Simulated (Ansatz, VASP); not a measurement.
## Cross-check of Ge19H15 (Ge wire along [111], 38 atoms a period, H-terminated) between VASP and Ansatz

Aim: how closely do two programs agree when they are given the same cell, functional and k mesh? The structure shown is the start of the Ansatz relaxation below; VASP solves that cell, so the two are compared at the walk's first step.

Program: Ansatz 0.2.0. Level of theory: plane waves, with VASP 6.6.1 beside it; single point at PBE. Results are calculated unless marked as measured.

## 1. Set-up

The cell holds 68 atoms: 38 Ge and 30 H. Its edges and angles: a = 17.493 Å, b = 19.148 Å, c = 9.977 Å, α = 90.0°, β = 90.0°, γ = 90.0°. Vacuum lies along a and b. The structure's axis is c.

## 2. Ansatz: relaxation, PBE

Ansatz runs on its PAW soft_1 files.

The two programs are compared at the cell with which this relaxation starts, whose forces are those of its first step.

Input file input.yaml:

```yaml
crystal:
  lattice:
    - [17.493, 0.0, 0.0]
    - [0.0, 19.148, 0.0]
    - [0.0, 0.0, 9.9766126516]
  atoms:
    - { symbol: Ge, position: [0.267177423, 0.622796771, 0.0] }
    - { symbol: Ge, position: [0.383593563, 0.438586136, 0.0] }
    - { symbol: Ge, position: [0.500009703, 0.622796771, 0.0] }
    - { symbol: Ge, position: [0.267177423, 0.622796771, 0.25] }
    - { symbol: Ge, position: [0.383593563, 0.438586136, 0.25] }
    - { symbol: Ge, position: [0.500009703, 0.254375502, 0.25] }
    - { symbol: Ge, position: [0.500009703, 0.622796771, 0.25] }
    - { symbol: Ge, position: [0.616425842, 0.438586136, 0.25] }
    - { symbol: Ge, position: [0.732841982, 0.622796771, 0.25] }
    - { symbol: H, position: [0.19436346, 0.415588224, 0.281211434] }
    - { symbol: H, position: [0.267177423, 0.300371326, 0.281211434] }
    - { symbol: H, position: [0.427195739, 0.784009493, 0.281211434] }
    - { symbol: H, position: [0.572823666, 0.784009493, 0.281211434] }
    - { symbol: H, position: [0.732841982, 0.300371326, 0.281211434] }
    - { symbol: H, position: [0.805655945, 0.415588224, 0.281211434] }
    - { symbol: H, position: [0.19436346, 0.584391138, 0.302121899] }
    - { symbol: H, position: [0.267177423, 0.699608036, 0.302121899] }
    - { symbol: H, position: [0.427195739, 0.215969869, 0.302121899] }
    - { symbol: H, position: [0.572823666, 0.215969869, 0.302121899] }
    - { symbol: H, position: [0.732841982, 0.699608036, 0.302121899] }
    - { symbol: H, position: [0.805655945, 0.584391138, 0.302121899] }
    - { symbol: Ge, position: [0.267177423, 0.377182591, 0.333333333] }
    - { symbol: Ge, position: [0.383593563, 0.561393226, 0.333333333] }
    - { symbol: Ge, position: [0.500009703, 0.377182591, 0.333333333] }
    - { symbol: Ge, position: [0.500009703, 0.74560386, 0.333333333] }
    - { symbol: Ge, position: [0.616425842, 0.561393226, 0.333333333] }
    - { symbol: Ge, position: [0.732841982, 0.377182591, 0.333333333] }
    - { symbol: Ge, position: [0.267177423, 0.377182591, 0.583333333] }
    - { symbol: Ge, position: [0.383593563, 0.561393226, 0.583333333] }
    - { symbol: Ge, position: [0.500009703, 0.377182591, 0.583333333] }
    - { symbol: Ge, position: [0.500009703, 0.74560386, 0.583333333] }
    - { symbol: Ge, position: [0.616425842, 0.561393226, 0.583333333] }
    - { symbol: Ge, position: [0.732841982, 0.377182591, 0.583333333] }
    - { symbol: H, position: [0.19436346, 0.538395314, 0.614544767] }
    - { symbol: H, position: [0.310779599, 0.722605948, 0.614544767] }
    - { symbol: H, position: [0.383593563, 0.238967781, 0.614544767] }
    - { symbol: H, position: [0.616425842, 0.238967781, 0.614544767] }
    - { symbol: H, position: [0.689239806, 0.722605948, 0.614544767] }
    - { symbol: H, position: [0.805655945, 0.538395314, 0.614544767] }
    - { symbol: H, position: [0.19436346, 0.338776959, 0.635455233] }
    - { symbol: H, position: [0.500009703, 0.822415125, 0.635455233] }
    - { symbol: H, position: [0.805655945, 0.338776959, 0.635455233] }
    - { symbol: Ge, position: [0.267177423, 0.499989681, 0.666666667] }
    - { symbol: Ge, position: [0.383593563, 0.315779046, 0.666666667] }
    - { symbol: Ge, position: [0.383593563, 0.684200315, 0.666666667] }
    - { symbol: Ge, position: [0.500009703, 0.499989681, 0.666666667] }
    - { symbol: Ge, position: [0.616425842, 0.684200315, 0.666666667] }
    - { symbol: Ge, position: [0.616425842, 0.315779046, 0.666666667] }
    - { symbol: Ge, position: [0.732841982, 0.499989681, 0.666666667] }
    - { symbol: Ge, position: [0.267177423, 0.499989681, 0.916666667] }
    - { symbol: Ge, position: [0.383593563, 0.315779046, 0.916666667] }
    - { symbol: Ge, position: [0.383593563, 0.684200315, 0.916666667] }
    - { symbol: Ge, position: [0.500009703, 0.499989681, 0.916666667] }
    - { symbol: Ge, position: [0.616425842, 0.684200315, 0.916666667] }
    - { symbol: Ge, position: [0.616425842, 0.315779046, 0.916666667] }
    - { symbol: Ge, position: [0.732841982, 0.499989681, 0.916666667] }
    - { symbol: H, position: [0.19436346, 0.661202403, 0.947878101] }
    - { symbol: H, position: [0.500009703, 0.177564236, 0.947878101] }
    - { symbol: H, position: [0.805655945, 0.661202403, 0.947878101] }
    - { symbol: H, position: [0.19436346, 0.461584048, 0.968788566] }
    - { symbol: H, position: [0.310779599, 0.277373414, 0.968788566] }
    - { symbol: H, position: [0.383593563, 0.761011581, 0.968788566] }
    - { symbol: H, position: [0.616425842, 0.761011581, 0.968788566] }
    - { symbol: H, position: [0.689239806, 0.277373414, 0.968788566] }
    - { symbol: H, position: [0.805655945, 0.461584048, 0.968788566] }
    - { symbol: Ge, position: [0.500009703, 0.254375502, 0.0] }
    - { symbol: Ge, position: [0.616425842, 0.438586136, 0.0] }
    - { symbol: Ge, position: [0.732841982, 0.622796771, 0.0] }
kpoints:
  mp_grid: { grid: [1, 1, 9] }
scf:
  occupations: { method: fermi_dirac, width: 0.05 }
hamiltonian:
  xc: pbe
  pseudopotentials: { kind: paw, azcp: { folder: soft_1 } }
relax:
  cell: { fix: [a, b, alpha, beta, gamma] }
  max_steps: 45
  f_tol: 0.03
```

Command:

```bash
$ ansatz run input.yaml --threads 4 --pin off --max-ram 16384MiB --backend cpu --events-out ev --progress --plain --runs-dir out
```

Numbers of over 12 decimals in the logs are rounded to 6 here.

Output:

```text
Engine: ansatz 0.2.0, aarch64-unknown-linux-gnu
Pseudopotentials: kind: paw
Pseudopotential: Ge, paw, valence charge 14, recommended cutoff 420 eV (normal), soft_1/Ge.paw.azcp
Pseudopotential: H, paw, valence charge 1, recommended cutoff 420 eV (normal), soft_1/H.paw.azcp
Functional definition: PBE
  parameter kappa = 0.804
  parameter beta = 0.066725
  exchange = pbe_x(kappa = kappa, mu = beta*pi^2/3)
  correlation = pbe_c(beta = beta)
Crystal: 68 atoms, lattice volume = 3341.726 Å³
Basis set: ecut = 420 eV, 65401 PW (Γ), exchange–correlation on 240×256×144 points (8 copies of the dense FFT grid, shifted against one another)
Bands: 349, of which v1, the nominal top of the filled ones, is band 281 counted from 1 (280 counted from 0)
Symmetry: 4 space group operations
Space group: P2/m (ITA 10), of the structure as read, at distance tolerance 1.5e-4 Å
k-points: 5 of 9
Non-local potential: Ge, projectors of the file, l = 0: 2, l = 1: 2, l = 2: 3, l = 3: 1
Non-local potential: H, projectors of the file, l = 0: 2, l = 1: 1
PAW form: soft (Blöchl's): semilocal exchange-correlation on the pseudo side does not see the compensation charge
PAW one-centre angular grid: Ge, 590 points (default); XC on 64 Gauss nodes
PAW one-centre angular grid: H, 110 points (default); XC on 64 Gauss nodes
Initial density: superposition of atomic densities (neutral atoms: chi_scale 0, normalization atom)
Initial wavefunctions: pseudopotential atomic-orbital guess
Functional: x = pbe(κ = 0.804, μ = 0.219515), c = pbe(β = 0.066725)
SCF iter   1: F=—  HF=-163686.287092 eV  |F-HF|=—  |Δ(HF+E_count)|=         —  Δρ=3.17e-2  dr2=2.81e1  ethr=3.10e-3  ⟨swp⟩=6.2  Hψ=6789  notcnv=0  defer=127
preconditioner: auto → Resta (q_TF=auto, 2.027 Å⁻¹)  ε∞=1.9  [insulator: Δε(μ)=1.820 eV  Ē_g=9.155 eV  σ=0.050 eV  W_gap=1.00  n_scr=468 (ndim 8)  ℏωp=8.7 eV  f_vac=0.590  D(μ)=0.00/eV (n_scr^D=0)  ε∞_Penn≈1.9  vacuum switching on, ρ_ref=6.1e-3 e/Å³]
SCF iter   2: F=—  HF=-163680.434063 eV  |F-HF|=—  |Δ(HF+E_count)|=    5.85e0  Δρ=1.46e-2  dr2=7.06e0  ethr=3.10e-3  ⟨swp⟩=3.0  Hψ=2378  notcnv=0  defer=286
SCF iter   3: F=—  HF=-163679.301721 eV  |F-HF|=—  |Δ(HF+E_count)|=    1.13e0  Δρ=3.83e-3  dr2=3.50e0  ethr=1.26e-3  ⟨swp⟩=4.4  Hψ=2872  notcnv=0  defer=278
SCF iter   4: F=—  HF=-163678.735693 eV  |F-HF|=—  |Δ(HF+E_count)|=   5.66e-1  Δρ=1.36e-3  dr2=8.25e-2  ethr=6.22e-4  ⟨swp⟩=3.4  Hψ=2094  notcnv=0  defer=266
SCF iter   5: F=—  HF=-163678.751217 eV  |F-HF|=—  |Δ(HF+E_count)|=   1.55e-2  Δρ=5.12e-4  dr2=6.94e-3  ethr=1.47e-5  ⟨swp⟩=2.0  Hψ=3140  notcnv=0  defer=269
SCF iter   6: F=—  HF=-163678.757253 eV  |F-HF|=—  |Δ(HF+E_count)|=   6.04e-3  Δρ=1.34e-4  dr2=1.21e-3  ethr=1.23e-6  ⟨swp⟩=2.0  Hψ=2876  notcnv=0  defer=269
SCF iter   7: F=—  HF=-163678.757644 eV  |F-HF|=—  |Δ(HF+E_count)|=   3.91e-4  Δρ=4.21e-5  dr2=1.57e-4  ethr=2.16e-7  ⟨swp⟩=2.0  Hψ=2876  notcnv=0  defer=269
SCF iter   8: F=—  HF=-163678.757697 eV  |F-HF|=—  |Δ(HF+E_count)|=   5.31e-5  Δρ=1.95e-5  dr2=1.64e-5  ethr=2.79e-8  ⟨swp⟩=2.0  Hψ=2876  notcnv=0  defer=269
SCF iter   9: F=—  HF=-163678.757915 eV  |F-HF|=—  |Δ(HF+E_count)|=   2.18e-4  Δρ=6.89e-6  dr2=1.44e-6  ethr=2.92e-9  ⟨swp⟩=2.0  Hψ=3036  notcnv=0  defer=269
SCF iter  10: F=—  HF=-163678.757919 eV  |F-HF|=—  |Δ(HF+E_count)|=   3.78e-6  Δρ=1.59e-6  dr2=1.05e-7  ethr=2.55e-10  ⟨swp⟩=2.0  Hψ=2876  notcnv=0  defer=269
SCF iter  11: F=-163678.757919 eV  HF=-163678.757919 eV  |F-HF|=4.89e-9  |Δ(HF+E_count)|=   2.28e-7  Δρ=5.93e-7  dr2=1.58e-8  ethr=1.78e-11  ⟨swp⟩=4.0  Hψ=4925  notcnv=0
SCF 1 converged in 11 iterations: F = -163678.757919 eV  dr2 = 1.58e-8
  greatest PAW one-centre occupation: 0.998 electrons in one spin orbital (limit 2), on the Ge atom at site 21 (counted from 0), in its partial waves of l = 2
relax step   1: F+E_penalty+E_count = -163678.75791935 eV  Δ(F+E_penalty+E_count) = +0.000e0 eV  max|allowed force component| = 2.737e-1 eV/Å  Δτ_max = 0.0000 Å  P = -0.513 GPa  Ω = 3341.726 Å³  fix = [a, b, alpha, beta, gamma]  reactions: a -0.558, b -0.559 GPa; alpha -0.000 GPa/rad  (11 SCF iters, dr2 threshold 1.00e-7 eV, accepted)
Crystal: 68 atoms, lattice volume = 3348.040 Å³
Basis set: ecut = 420 eV, 65545 PW (Γ), exchange–correlation on 240×256×144 points (8 copies of the dense FFT grid, shifted against one another)
Initial density: handed on by an earlier stage of this run
Initial wavefunctions: those handed on with the density
iter 1 solved again at ethr=1.01e-4 eV; its pass at ethr=3.10e-3 eV (dr2=5.68e-1 eV) is discarded
SCF iter   1: F=—  HF=-163678.987119 eV  |F-HF|=—  |Δ(HF+E_count)|=         —  Δρ=5.69e-3  dr2=5.86e-1  ethr=1.01e-4  ⟨swp⟩=5.4  Hψ=7072  notcnv=0
[...]
atom  18  H      0.00866245     0.00483328    -0.00951973
  atom  19  H     -0.00866245     0.00483328    -0.00951973
  atom  20  H      0.00015317    -0.00990727    -0.00953155
  atom  21  H     -0.00852690     0.00511467    -0.00953709
  atom  22  Ge    -0.01688076    -0.00968927    -0.01410529
  atom  23  Ge    -0.00251609     0.00146109    -0.00603788
  atom  24  Ge     0.00000000    -0.00292530    -0.00605929
  atom  25  Ge     0.00000000     0.01947373    -0.01410237
  atom  26  Ge     0.00251609     0.00146109    -0.00603788
  atom  27  Ge     0.01688076    -0.00968927    -0.01410529
  atom  28  Ge     0.00170034     0.00095400     0.01244883
  atom  29  Ge    -0.00278818     0.00162325     0.01485378
  atom  30  Ge     0.00000000    -0.00320315     0.01486107
  atom  31  Ge     0.00000000    -0.00193477     0.01241380
  atom  32  Ge     0.00278818     0.00162325     0.01485378
  atom  33  Ge    -0.00170034     0.00095400     0.01244883
  atom  34  H      0.01011582    -0.01304070     0.00307776
  atom  35  H      0.01633585    -0.00226337     0.00307753
  atom  36  H     -0.00621861     0.01527637     0.00307034
  atom  37  H      0.00621861     0.01527637     0.00307034
  atom  38  H     -0.01633585    -0.00226337     0.00307753
  atom  39  H     -0.01011582    -0.01304070     0.00307776
  atom  40  H      0.00782356     0.00453319    -0.00795004
  atom  41  H      0.00000000    -0.00904176    -0.00794321
[...]
atom  61  H      0.01633585     0.00226337    -0.00307753
  atom  62  H     -0.00621861    -0.01527637    -0.00307034
  atom  63  H      0.00621861    -0.01527637    -0.00307034
  atom  64  H     -0.01633585     0.00226337    -0.00307753
  atom  65  H     -0.01011582     0.01304070    -0.00307776
  atom  66  Ge     0.00000000     0.00193477    -0.01241380
  atom  67  Ge     0.00278818    -0.00162325    -0.01485378
  atom  68  Ge    -0.00170034    -0.00095400    -0.01244883
  max |Σ_I F_I| component: 3.47e-17 eV/Å
--- Stress (GPa, compression-positive) ---
       -0.019024       0.000000       0.000000
        0.000000      -0.020338      -0.000030
        0.000000      -0.000030      -0.012045
  P = ⅓ Tr σ = -0.0171 GPa (-0.171 kbar)
--- Relaxed structure (3 steps of the walk, 3 accepted, 1 SCFs on fresh bases) ---
  F+E_penalty+E_count = -163678.98453355 eV   max|allowed force component| = 1.947e-2 eV/Å   (the final SCF, on the basis selected at the relaxed cell)
  cell:  # Å, volume = 3334.9122 Å³
    - [17.493, 0, 0]
    - [0, 19.148, 0]
    - [0, 0, 9.956271]
  atoms:
    - { symbol: Ge, position: [0.269768, 0.621426, 0.00106998] }
    - { symbol: Ge, position: [0.384288, 0.438957, 0.000169212] }
    - { symbol: Ge, position: [0.5, 0.622055, 0.000171297] }
    - { symbol: Ge, position: [0.270061, 0.621272, 0.247660] }
    - { symbol: Ge, position: [0.384494, 0.439066, 0.249800] }
    - { symbol: Ge, position: [0.5, 0.257424, 0.247655] }
    - { symbol: Ge, position: [0.5, 0.621838, 0.249802] }
    - { symbol: Ge, position: [0.615506, 0.439066, 0.249800] }
    - { symbol: Ge, position: [0.729939, 0.621272, 0.247660] }
    - { symbol: H, position: [0.197202, 0.415477, 0.282501] }
    - { symbol: H, position: [0.268489, 0.302678, 0.282499] }
    - { symbol: H, position: [0.428713, 0.781812, 0.282501] }
    - { symbol: H, position: [0.571287, 0.781812, 0.282501] }
    - { symbol: H, position: [0.731511, 0.302678, 0.282499] }
    - { symbol: H, position: [0.802798, 0.415477, 0.282501] }
    - { symbol: H, position: [0.197202, 0.584502, 0.300832] }
    - { symbol: H, position: [0.268489, 0.697301, 0.300834] }
    - { symbol: H, position: [0.428713, 0.218167, 0.300832] }
    - { symbol: H, position: [0.571287, 0.218167, 0.300832] }
    - { symbol: H, position: [0.731511, 0.697301, 0.300834] }
    - { symbol: H, position: [0.802798, 0.584502, 0.300832] }
    - { symbol: Ge, position: [0.270061, 0.378707, 0.335673] }
    - { symbol: Ge, position: [0.384494, 0.560914, 0.333533] }
    - { symbol: Ge, position: [0.5, 0.378141, 0.333531] }
    - { symbol: Ge, position: [0.5, 0.742555, 0.335678] }
    - { symbol: Ge, position: [0.615506, 0.560914, 0.333533] }
    - { symbol: Ge, position: [0.729939, 0.378707, 0.335673] }
    - { symbol: Ge, position: [0.269768, 0.378553, 0.582263] }
    - { symbol: Ge, position: [0.384288, 0.561023, 0.583164] }
    - { symbol: Ge, position: [0.5, 0.377924, 0.583162] }
    - { symbol: Ge, position: [0.5, 0.742865, 0.582269] }
    - { symbol: Ge, position: [0.615712, 0.561023, 0.583164] }
    - { symbol: Ge, position: [0.730232, 0.378553, 0.582263] }
    - { symbol: H, position: [0.197762, 0.537771, 0.616500] }
    - { symbol: H, position: [0.313061, 0.720220, 0.616498] }
    - { symbol: H, position: [0.384700, 0.241974, 0.616495] }
    - { symbol: H, position: [0.615300, 0.241974, 0.616495] }
    - { symbol: H, position: [0.686939, 0.720220, 0.616498] }
    - { symbol: H, position: [0.802238, 0.537771, 0.616500] }
    - { symbol: H, position: [0.197277, 0.340322, 0.635207] }
    - { symbol: H, position: [0.5, 0.819333, 0.635217] }
    - { symbol: H, position: [0.802723, 0.340322, 0.635207] }
    - { symbol: Ge, position: [0.270286, 0.498972, 0.668011] }
    - { symbol: Ge, position: [0.384178, 0.318753, 0.668010] }
    - { symbol: Ge, position: [0.386106, 0.682245, 0.668012] }
[...]
- { symbol: Ge, position: [0.384178, 0.681226, 0.915323] }
    - { symbol: Ge, position: [0.5, 0.499990, 0.916913] }
    - { symbol: Ge, position: [0.615822, 0.681226, 0.915323] }
    - { symbol: Ge, position: [0.613894, 0.317735, 0.915321] }
    - { symbol: Ge, position: [0.729714, 0.501008, 0.915322] }
    - { symbol: H, position: [0.197277, 0.659657, 0.948127] }
    - { symbol: H, position: [0.5, 0.180646, 0.948117] }
    - { symbol: H, position: [0.802723, 0.659657, 0.948127] }
    - { symbol: H, position: [0.197762, 0.462208, 0.966834] }
    - { symbol: H, position: [0.313061, 0.279759, 0.966835] }
    - { symbol: H, position: [0.384700, 0.758006, 0.966839] }
    - { symbol: H, position: [0.615300, 0.758006, 0.966839] }
    - { symbol: H, position: [0.686939, 0.279759, 0.966835] }
    - { symbol: H, position: [0.802238, 0.462208, 0.966834] }
    - { symbol: Ge, position: [0.5, 0.257114, 0.00106431] }
    - { symbol: Ge, position: [0.615712, 0.438957, 0.000169212] }
    - { symbol: Ge, position: [0.730232, 0.621426, 0.00106998] }
```

The column dr2 measures how far the density is from self-consistency, as an energy; F and HF (Harris–Foulkes) agree once it is small.

[end of part 1 of 2]

[Lines on the potential files, build, host, timing and source positions are cut from VASP's logs without a mark.]

[Logs are printed without paths, hosts, clocks, repeated set-up lines and the standing remarks that a program may print on its own settings, such as how far it seeks lower states.]

[Hosts, paths, dates, database ids (printed as entryN), source tags and the programs' standing remarks are cut or masked in the printed files.]
